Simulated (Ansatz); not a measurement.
A 3-atom cell of WS₂ started from a crystallographic database, relaxed with r2SCAN+rVV10, was run in Ansatz 0.2.0 under altered settings. All numbers are computed, without spin polarisation but where a row says otherwise.

```
W S
1.0
     1.58589    0.91561    6.23748
    -1.58589    0.91561    6.23748
     0.00000   -1.83122    6.23748
W S
1 2
Direct
  0.00067 0.00067 0.00067
  0.25056 0.25056 0.25056
  0.41748 0.41748 0.41748
```

The base run's other keys:
```yaml
kpoints:
  mp_grid: { grid: [4, 4, 4] }
hamiltonian:
  xc: hse06
scf:
  occupations: { method: fixed }
  n_extra_bands: 4
```

It takes 16 iterations with 1041 plane waves at 420 eV and 13 k points, and leaves a mean stress of -1.58 GPa. The gap over this mesh is 1.965 eV. It ran on 4 threads of Intel(R) Xeon(R) 6975P-C (Granite Rapids), with other jobs on the host.

Outcomes, with energy and stress as changes against the base:
```
                                  setting    outcome  ΔF (meV/atom)  Δ mean stress (GPa)  gap on the mesh (eV)  iterations  wall time
PBE hybrid, exx coeff 0.75, omega 0.1 1/Å  converged              –                 -9.0                 4.094          27       10 s
   PBE hybrid, exx coeff 0.75, unscreened  converged              –                 -8.3                 5.231          30       10 s
    PBE hybrid, exx coeff 1.0, unscreened  converged              –                -12.2                 6.591          35       12 s
        scf.mixing.preconditioner: kerker  converged            0.0                  0.0                 1.965          19      8.4 s
```
A dash marks a value that wasn't obtained or can't be compared. Stress is positive in compression. The base took 8.1 s.

- PBE hybrid, exx coeff 0.75, omega 0.1 1/Å. That is 75 % exact exchange, screened with ω = 0.1 1/Å, against HSE06's 25 % screened at 0.208 1/Å. The mean stress moves by -9.0 GPa and the gap on the mesh by +2.129 eV (to 4.094). Totals of different functionals aren't comparable. The program warns that on this mesh the truncation of the exchange isn't bounded, so part of the change can be an error of the mesh.
- PBE hybrid, exx coeff 0.75, unscreened. That is 75 % exact exchange, at all ranges, against HSE06's 25 % screened at 0.208 1/Å. The mean stress moves by -8.3 GPa and the gap on the mesh by +3.266 eV (to 5.231). Totals of different functionals aren't comparable.
- PBE hybrid, exx coeff 1.0, unscreened. That is 100 % exact exchange, at all ranges, against HSE06's 25 % screened at 0.208 1/Å. The mean stress moves by -12.2 GPa and the gap on the mesh by +4.626 eV (to 6.591). Totals of different functionals aren't comparable.

Within 1 meV an atom, 0.1 GPa and 0.005 eV of the base stay: scf.mixing.preconditioner: kerker.

No spin-orbit coupling is included; it can move band edges with weight on the heavy atoms by tenths of an eV.

The program warns that its thresholds are loose for a hybrid's stress.

The meshes of the hybrids are coarse, so their gaps aren't converged to the digits shown.
